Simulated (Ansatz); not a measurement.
# PbF2 (Fluorocronite): the cost of one run

Method: DFT PBEsol, frozen-core PAW, scalar-relativistic unless said, in Ansatz 0.2.0.

The COD entry's cell or inner coordinates are ideal or old and differ from later refinements, so a difference from it is no clean test against experiment.

## 1. The starting structure

It takes space group Fm-3m (No. 225, cubic). The conventional cell has a = 5.927 Å, b = 5.927 Å, c = 5.927 Å, α = 90.00°, β = 90.00°, γ = 90.00°. Pb (site symmetry m-3m) has 8 F at 2.57 Å as nearest neighbours. F (site symmetry -43m) is surrounded by 4 Pb at 2.57 Å.

Coordinates:

```cif
data_structure
_symmetry_space_group_name_H-M 'P 1'
_symmetry_Int_Tables_number 1
_cell_length_a 4.1912
_cell_length_b 4.1912
_cell_length_c 4.1912
_cell_angle_alpha 60.000
_cell_angle_beta 60.000
_cell_angle_gamma 60.000
_cell_volume 52.06
loop_
_atom_site_label
_atom_site_type_symbol
_atom_site_fract_x
_atom_site_fract_y
_atom_site_fract_z
_atom_site_occupancy
Pb1 Pb 0.00000 0.00000 0.00000 1
F1 F 0.25000 0.25000 0.25000 1
F2 F 0.75000 0.75000 0.75000 1
```

Cartesian axes are those of the input's lattice vectors. The structure goes back to a database entry.

## 2. Cell and atoms relaxed, PAW

The input, input.yaml:

```yaml
crystal:
  lattice:
    - [0.0, 2.96366, 2.96366]
    - [2.96366, 0.0, 2.96366]
    - [2.96366, 2.96366, 0.0]
  atoms:
    - { symbol: Pb, position: [0.0, 0.0, 0.0] }
    - { symbol: F, position: [0.25, 0.25, 0.25] }
    - { symbol: F, position: [0.75, 0.75, 0.75] }
kpoints:
  mp_grid: { grid: [12, 12, 12] }
scf:
  occupations: { method: fermi_dirac, width: 0.05 }
hamiltonian:
  xc: pbesol
  pseudopotentials: { kind: paw }
relax:
  f_tol: 0.002
  max_steps: 80
  cell: {}
output:
  forces: true
  stress: true
```

Launch:

```bash
$ ansatz run input.yaml --threads 1 --pin off --max-ram 3072MiB --backend cpu --events-out ev --progress --plain --runs-dir out
```

Q: Estimate wall time and peak memory on 1 thread of Intel Xeon Platinum 8488C (Sapphire Rapids), shared host.

About 21 s, with a peak of 0.42 GiB.
